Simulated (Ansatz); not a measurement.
Crystal: WS2.

```
W S
1.0
     1.57900    0.91164    6.16333
    -1.57900    0.91164    6.16333
     0.00000   -1.82327    6.16333
W S
1 2
Direct
  0.00000 0.00000 0.00000
  0.58100 0.58100 0.58100
  0.75030 0.75030 0.75030
```

Measurements of this composition are mostly on another form, of space group No. 194.

Base run:

* Program: Ansatz 0.2.0
* Functional: PBEsol
* Potentials or basis: all-electron LAPW, scalar-relativistic
* Cutoff: 265 eV
* Density cutoff: 1060 eV
* Basis error allowed: 0.002 eV/atom
* k mesh: 10 × 10 × 10
* Occupations: fermi-dirac, width 0.05 eV
* Spin: no spin polarisation
* Hubbard terms: W d U = 2 eV

Its results: band gap on the k mesh 1.06 eV, indirect (least direct gap 2.16 eV); pressure -0.5 GPa; largest force 0.601 eV/Å.

The run is repeated on the same cell with these changes: hubbard terms from W d U = 2 eV to W d U = 6 eV. What comes out?

Band gap on the k mesh 1.23 eV, indirect (least direct gap 1.87 eV); pressure 0.0 GPa; largest force 0.608 eV/Å.

Caveats: U is the effective U less J, on atomic orbitals that reach past the spheres; spin-orbit coupling is left out, which moves the levels of the heavy elements.

A k mesh can miss the band edges.

Not every run made on this cell is shown here.
